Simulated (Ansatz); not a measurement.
Write the native input for Ansatz 0.2.0 that does the following.

| Quantity | Value |
| --- | --- |
| Task | single point |
| Functional | PBE |
| Potentials or basis | all-electron LAPW, scalar-relativistic |
| Cutoff | 449 eV (chosen from the basis error) |
| Basis error allowed | 0.001 eV/atom |
| k mesh | 13 × 13 × 13 |
| Occupations | gaussian, width 0.021 eV |
| Spin | no spin polarisation |

C:

```
C
1.0
     0.00000    1.78337    1.78337
     1.78337    0.00000    1.78337
     1.78337    1.78337    0.00000
C
2
Cartesian
  2.6751 2.6751 2.6751
  1.7834 1.7834 1.7834
```

This isn't the form of C at room conditions, which is graphite.

The input as run:

input.yaml

```yaml
crystal:
  lattice:
    - [0.0, 1.78337, 1.78337]
    - [1.78337, 0.0, 1.78337]
    - [1.78337, 1.78337, 0.0]
  atoms:
    - { symbol: C, position: [0.75, 0.75, 0.75] }
    - { symbol: C, position: [0.5, 0.5, 0.5] }
kpoints:
  mp_grid: { grid: [13, 13, 13] }
scf:
  occupations: { method: gaussian, width: 0.021 }
hamiltonian:
  xc: pbe
  pseudopotentials: { kind: all_electron, lapw: { basis_error: 0.001 } }
output:
  forces: true
  stress: true
  eigenvalues: true
```

Potentials or basis: all-electron LAPW, scalar-relativistic.

Launch:

```bash
$ ansatz run input.yaml --threads 1 --pin off --max-ram 3072MiB --backend cpu --events-out ev --progress --plain --runs-dir out
```

Results of the run:

The pressure is 1.8 GPa and the band gap on the k mesh is 4.15 eV, indirect (least direct gap 5.60 eV).

Caveat: an odd mesh through Γ misses points on the zone boundary, where band edges often lie.

Wall time 3.1 s on 1 thread of Intel(R) Xeon(R) Platinum 8488C (Sapphire Rapids) (shared host), peak memory 0.29 GiB.
